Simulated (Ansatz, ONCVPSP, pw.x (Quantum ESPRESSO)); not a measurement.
What a changed setting does to a pw.x run (sc P)

Potential: optimised norm-conserving Vanderbilt (ONCV), ONCVPSP 4.0.1.1 (patched build), PBE; core [Ne], reference 3s2 3p3; waves: 3s: rc 1.50 bohr, ncon 4, nbas 8, qcut 5.6 1/bohr, 1 projector; 3p: rc 1.85 bohr, ncon 3, nbas 6, qcut 4.6 1/bohr, 3 projectors, debl 2.5 Ha; d scattering state at 0.32 Ha: rc 1.95 bohr, ncon 3, nbas 6, qcut 5.5 1/bohr, 1 projector; local part: polynomial inside 1.24 bohr (lpopt 5, dvloc0 -1 Ha); core correction: none.

The reference run (k-mesh 13³, cutoffs 35/140 Ry, Fermi–Dirac 0.01 Ry, mixing_beta 0.4, conv_thr 1e-9, no spin) gives 0.57 GPa at 14.621 Å³/atom, where all-electron LAPW gives 0.27 GPa. This run, with its own iteration cap, changes smearing to gauss.

```
&control
  calculation='scf', prefix='x', pseudo_dir='./', outdir='./tmp', tstress=.true., disk_io='none'
/
&system
  ibrav=0, nat=1, ntyp=1, ecutwfc=35, ecutrho=140, nbnd=9,
  occupations='smearing', smearing='gauss', degauss=0.01
/
&electrons
  conv_thr=1e-09, mixing_beta=0.4, electron_maxstep=70
/
ATOMIC_SPECIES
P 1.0 P.UPF
CELL_PARAMETERS angstrom
  2.44526365 0.00000000 0.00000000
  0.00000000 2.44526365 0.00000000
  0.00000000 0.00000000 2.44526365
ATOMIC_POSITIONS crystal
P 0.0000 0.0000 0.0000
K_POINTS automatic
13 13 13 0 0 0
```

```bash
pw.x < P.scf.in > P.scf.out
```

Task: How does the run end?

Result: It converges in 7 iterations; the free energy moves by +7.2 meV/atom and the pressure by -0.18 GPa. Gaussian smearing of the same width is narrower in effect than Fermi–Dirac, so its quadratic term in F is smaller.

```
Message from routine setup:
     using ibrav=0 with symmetry is DISCOURAGED, use correct ibrav instead
     lattice parameter (alat)  =       4.6209  a.u.
     unit-cell volume          =      98.6674 (a.u.)^3
     number of electrons       =         5.00
     number of Kohn-Sham states=            9
     kinetic-energy cutoff     =      35.0000  Ry
     charge density cutoff     =     140.0000  Ry
     scf convergence threshold =      1.0E-09
     Exchange-correlation= PBE
     number of k points=    84  Gaussian smearing, width (Ry)=  0.0100
     iteration #  1     ecut=    35.00 Ry     beta= 0.40
     total energy              =     -13.18868515 Ry
     estimated scf accuracy    <       0.00505519 Ry
     iteration #  2     ecut=    35.00 Ry     beta= 0.40
     total energy              =     -13.18884070 Ry
     estimated scf accuracy    <       0.00183067 Ry
     iteration #  3     ecut=    35.00 Ry     beta= 0.40
     total energy              =     -13.18885172 Ry
     estimated scf accuracy    <       0.00000070 Ry
     iteration #  4     ecut=    35.00 Ry     beta= 0.40
     total energy              =     -13.18885194 Ry
     estimated scf accuracy    <       0.00000012 Ry
     iteration #  5     ecut=    35.00 Ry     beta= 0.40
     total energy              =     -13.18885196 Ry
     estimated scf accuracy    <          7.2E-09 Ry
     iteration #  6     ecut=    35.00 Ry     beta= 0.40
     total energy              =     -13.18885196 Ry
     estimated scf accuracy    <          2.2E-09 Ry
     iteration #  7     ecut=    35.00 Ry     beta= 0.40
     the Fermi energy is    11.1065 ev
!    total energy              =     -13.18885196 Ry
     estimated scf accuracy    <          2.3E-12 Ry
     smearing contrib. (-TS)   =      -0.00018837 Ry
     The total energy is F=E-TS. E is the sum of the following terms:
     one-electron contribution =       5.16024945 Ry
     hartree contribution      =       0.42338472 Ry
     xc contribution           =      -3.42187562 Ry
     ewald contribution        =     -15.35042214 Ry
     convergence has been achieved in   7 iterations
          total   stress  (Ry/bohr**3)                   (kbar)     P=        3.87
     Message from routine punch:
     Nothing written, as per user request (disk_io='none')
```

The run took about 2.3 s on one core of a shared host (Neoverse-V2, 96 threads, 742 GiB, load 67).
